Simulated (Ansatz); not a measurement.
Runs of Ansatz 0.2.0 on SiC (Moissanite 3C). Symmetry: F-43m, No. 216, cubic system. Conventional cell: a = 4.358 Å, b = 4.358 Å, c = 4.358 Å, α = 90.00°, β = 90.00°, γ = 90.00°. Si (site symmetry -43m) has 4 C at 1.89 Å as nearest neighbours. C (site symmetry -43m) is surrounded by 4 Si at 1.89 Å. 

```csv
task,level,potentials or basis,cell,k mesh,cutoff (eV),smearing,other keys,gap on the mesh (eV),pressure (GPa),largest force (eV/Å)
relaxation of cell and atoms,PBE+D4,Ansatz PAW,"relaxed from: atoms moved at random, drawn with an rms of 0.02 Å",8 × 8 × 8,420,methfessel-paxton 0.1 eV,-,1.35,0.0,-
single point,HSE03,JTH PAW,as given,7 × 7 × 7,780,fermi-dirac 0.1 eV,-,2.29,-1.7,-
electric field gradients,HSE03,Ansatz PAW,as given,7 × 7 × 7,420,gaussian 0.025 eV,basis.xc_grid = 3,(b),-1.1,-
single point,PBE,Ansatz PAW,"atoms moved at random, drawn with an rms of 0.05 Å",10 × 10 × 10,420,fermi-dirac 0.05 eV,-,1.04,3.9,1.45
single point,PBE,Ansatz PAW earlier set,cell strained at random at fixed volume,8 × 8 × 8,800,fermi-dirac 0.05 eV,-,1.16,3.4,0.20
single point,PBE,Ansatz PAW,as given,10 × 10 × 10,420,fermi-dirac 0.05 eV,-,1.36,(a),-
```

Alike in all rows: no spin polarisation.

Task: Estimate the missing entries.

Result: (a) 3.3; (b) 2.28.

Caveats: odd divisions of the mesh miss points on the zone boundary, where band edges often lie, so the gap on the mesh can be too wide (some runs); the thresholds are loose for stress (some runs); the plane-wave basis is chosen anew once the cell has moved, so the energies of steps on either side of that aren't comparable (some runs); the PAW data sets come from PBE, with cores solved anew for the run's functional, which leaves a small shift of forces and pressure (some runs).

A k mesh can miss the band edges.
